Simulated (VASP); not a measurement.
Sc: relaxation of cell and atoms with PBEsol

Crystal: Sc.

```xyz
2
Lattice="3.2912 0.0000 0.0000 -1.6456 2.8503 0.0000 0.0000 0.0000 5.3326" Properties=species:S:1:pos:R:3 pbc="T T T"
Sc    0.0000    1.9002    1.3331
Sc    1.6456    0.9501    3.9994
```

| Item | Value |
| --- | --- |
| Program | VASP 6.6.1 |
| Task | relaxation of cell and atoms |
| Functional | PBEsol |
| Potentials or basis | VASP PAW PBE potentials, release 64 (Sc_sv) |
| Cutoff | 300 eV |
| k mesh | 15 × 15 × 8 |
| Occupations | gaussian, width 0.1 eV |
| Spin | no spin polarisation |
| Further INCAR settings | ALGO = Fast; EDIFF = 1e-07; IBRION = 2; EDIFFG = -0.005; NSW = 90; ISIF = 3 |

```
Relaxed volume                         : 23.46 Å³/atom
Relaxed cell                           : a = 3.269 Å, b = 3.269 Å, c = 5.071 Å, α = 90.00°, β = 90.00°, γ = 120.00°
Space group after relaxing (to 0.05 Å) : P6_3/mmc (No. 194)
Energy gained by relaxing              : 23.4 meV/atom
Ionic steps                            : 7
Pressure after relaxing                : 0.0 GPa
Band gap on the k mesh                 : none (metal or under the smearing width)
```

The path:
```tsv
step	energy change (eV)	largest force (eV/Å)	pressure (GPa)	volume (Å³)
1	0.0000	0.0000	-3.26	50.02
2	-0.0421	0.0000	0.70	46.42
3	-0.0423	0.0000	0.37	46.67
4	-0.0463	0.0000	0.15	46.80
5	-0.0468	0.0000	0.05	46.87
6	-0.0468	0.0000	0.04	46.88
7	-0.0468	0.0000	-0.01	46.92
```

Final structure:
```yaml
crystal:
  lattice:
    - [3.26864, 0.00000, 0.00000]
    - [-1.63432, 2.83073, 0.00000]
    - [0.00000, 0.00000, 5.07083]
  atoms:
    - { symbol: Sc, position: [0.33333, 0.66667, 0.25000] }
    - { symbol: Sc, position: [0.66667, 0.33333, 0.75000] }
```

Levels at points of the mesh, in eV from the Fermi level:
| k point | band 7 | band 8 | band 9 | band 10 | band 11 | band 12 | band 13 | band 14 | band 15 |
| --- | --- | --- | --- | --- | --- | --- | --- | --- | --- |
| (0.00, 0.00, 0.00) | -27.55 | -27.52 | -5.23 | -1.71 | 0.77 | 1.64 | 1.64 | 1.95 | 2.13 |
| (0.00, 0.00, 0.50) | -27.59 | -27.59 | -3.61 | -3.61 | 1.02 | 1.02 | 1.55 | 1.55 | 1.55 |

It took 110 s on 1 thread of Intel(R) Xeon(R) 6975P-C (Granite Rapids) (shared host), peak memory 0.16 GiB.

Caveat: the PAW data sets were made with another functional, which shifts forces and pressure a little.
